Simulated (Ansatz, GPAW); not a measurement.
## Zr: programs and potentials compared

```
Zr
1.0
     3.23200    0.00000    0.00000
    -1.61600    2.79899    0.00000
     0.00000    0.00000    5.14700
Zr
2
Direct
  0.66667 0.33333 0.75000
  0.33333 0.66667 0.25000
```

Alike in all runs: task single point; functional PBE; k mesh 9 × 9 × 5; occupations gaussian, width 0.016 eV; no spin polarisation; no spin-orbit coupling. Pressure is positive in compression and, in plane waves, holds the error of the finite cutoff, which Ansatz's Pulay term estimates and takes out.

```tsv
program and potentials	plane-wave cutoff (eV)	notes	pressure (GPa)
Ansatz, Ansatz PAW	420	-	?
GPAW, GPAW PAW data sets (gpaw-data 1.2.1)	600	-	0.25
Ansatz, all-electron LAPW, scalar-relativistic	-	-	0.60
```

Estimate from the other rows what the run with Ansatz, Ansatz PAW gave.

Pressure 0.58 GPa. The other rows, which needn't bracket it: pressure 0.25 to 0.60.
